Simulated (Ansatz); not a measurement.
CdS (Hawleyite):

```
CELL_PARAMETERS angstrom
0.00000 2.91650 2.91650
2.91650 0.00000 2.91650
2.91650 2.91650 0.00000
ATOMIC_POSITIONS crystal
Cd 0.00000 0.00000 0.00000
S 0.75000 0.75000 0.75000
```

* Program: Ansatz 0.2.0
* Task: relaxation of cell and atoms
* Functional: PBEsol
* Dispersion: D4
* Potentials or basis: all-electron LAPW, scalar-relativistic
* Basis error allowed: 0.001 eV/atom
* k mesh: 8 × 8 × 8
* Occupations: fermi-dirac, width 0.05 eV
* Spin: no spin polarisation

At the start: volume 24.81 Å³/atom.

**Question.** Where does the relaxation end?

**Answer.** Over 3 steps the energy falls by 2.5 meV/atom and the volume is 24.26 Å³/atom (-2.2 %); space group F-43m (No. 216, to 0.05 Å).

Step by step:
| step | energy change (eV) | largest force (eV/Å) | volume (Å³) |
| --- | --- | --- | --- |
| 1 | 0.0000 | 0.0000 | 49.62 |
| 2 | -0.0050 | 0.0000 | 48.51 |
| 3 | -0.0050 | 0.0000 | 48.51 |

Final structure:
```cif
data_structure
_symmetry_space_group_name_H-M 'P 1'
_symmetry_Int_Tables_number 1
_cell_length_a 4.0938
_cell_length_b 4.0938
_cell_length_c 4.0938
_cell_angle_alpha 60.000
_cell_angle_beta 60.000
_cell_angle_gamma 60.000
_cell_volume 48.51
loop_
_atom_site_label
_atom_site_type_symbol
_atom_site_fract_x
_atom_site_fract_y
_atom_site_fract_z
_atom_site_occupancy
Cd1 Cd 0.00000 0.00000 0.00000 1
S1 S 0.75000 0.75000 0.75000 1
```
